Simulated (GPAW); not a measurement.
WC (Qusongite):

```
CELL_PARAMETERS angstrom
2.90650 0.00000 0.00000
-1.45325 2.51710 0.00000
0.00000 0.00000 2.83660
ATOMIC_POSITIONS crystal
W 0.00000 0.00000 0.00000
C 0.66667 0.33333 0.50000
```

```yaml
Program: GPAW 26.7.0
Task: single point
Functional: PBEsol
Potentials_or_basis: PAW data sets generated in the run's folder for this functional
Cutoff: 800 eV
Basis: pw
k_mesh: 10 × 10 × 9
Occupations: fermi-dirac, width 0.05 eV
Spin: no spin polarisation
```

On this cell: pressure -4.0 GPa; largest force under 0.003 eV/Å; band gap on the k mesh none (metal or under the smearing width).

The same run follows on a disturbed copy (atoms moved at random, drawn with an rms of 0.05 Å):

```
W C
1.0
     2.90650    0.00000    0.00000
    -1.45325    2.51710    0.00000
     0.00000    0.00000    2.83660
W C
1 1
Direct
  0.00594 0.00668 0.01947
  0.68209 0.32485 0.51994
```

Problem. What changes?

Solution. The energy (extrapolated to zero smearing) moves by +16.0 meV/atom; pressure -3.3 GPa; largest force 1.028 eV/Å; band gap on the k mesh none (metal or under the smearing width).

Forces on the atoms (eV/Å):
```
W    0.824 -0.615  0.019
C   -0.824  0.615 -0.019
```

Stress tensor (GPa, compression positive):
```
-1.56 -2.05  0.03
-2.05 -4.67 -0.02
 0.03 -0.02 -3.76
```
